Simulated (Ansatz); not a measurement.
**Al2Pt under compression and expansion**

```cif
data_structure
_symmetry_space_group_name_H-M 'P 1'
_symmetry_Int_Tables_number 1
_cell_length_a 4.1790
_cell_length_b 4.1790
_cell_length_c 4.1790
_cell_angle_alpha 60.000
_cell_angle_beta 60.000
_cell_angle_gamma 60.000
_cell_volume 51.61
loop_
_atom_site_label
_atom_site_type_symbol
_atom_site_fract_x
_atom_site_fract_y
_atom_site_fract_z
_atom_site_occupancy
Al1 Al 0.25000 0.25000 0.25000 1
Al2 Al 0.75000 0.75000 0.75000 1
Pt1 Pt 0.00000 0.00000 0.00000 1
```

The runs use the primitive cell with vectors (0.000, 2.955, 2.955), (2.955, 0.000, 2.955), (2.955, 2.955, 0.000) Å, to which the k mesh refers.

The conventional cell has a = 5.910 Å, b = 5.910 Å, c = 5.910 Å, α = 90.00°, β = 90.00°, γ = 90.00°. Al (atom 1) is surrounded by 4 Pt at 2.56 Å. Around Pt (atom 3) lie 8 Al at 2.56 Å.

The cell comes from COD entry 9009032, which wasn't checked; take it as a given geometry.

No spin–orbit coupling, which matters for the heavy atoms here.

All numbers are computed: DFT, LDA, all-electron LAPW, scalar-relativistic (Ansatz 0.2.0); DFT, LDA, PAW with Ansatz's default frozen-core files, scalar-relativistic (Ansatz 0.2.0).

For LAPW: a Γ-centred 12×12×12 k mesh, Fermi–Dirac smearing of 0.08 eV, basis error target 1 meV/atom, no spin polarisation. PAW takes a cutoff of 420 eV at this cell (files made with PBE, cores remade for this functional). The Ansatz runs share mesh, smearing and spin set-up. Plane-wave (PAW) pressures include the program's estimate of the Pulay term.

The cell above is scaled evenly, with fractional coordinates and shape held.

```tsv
V/V(cell)	V (Å³/atom)	P, LAPW (GPa)	P, PAW (GPa)
0.9400	16.170	?	?
0.9800	16.858	-1.22	-1.23
1.0000	17.202	-3.92	-3.93
1.0100	17.374	-5.16	-5.17
1.0400	17.890	-8.48	-8.51
```

Fill in the row V/V(cell) = 0.9400.

P, LAPW (GPa) = 5.17, P, PAW (GPa) = 5.18.

What do Birch–Murnaghan fits to the pressures give?

LAPW: V0 = 16.71 Å³/atom, B0 = 145 GPa, B0′ = 4.5; PAW: V0 = 16.71 Å³/atom, B0 = 145 GPa, B0′ = 4.5.

PAW's V0 lies 0.00 % from the all-electron value and its B0 0.3 %. Symmetry fixes shape and coordinates here, so this is the relaxed modulus.
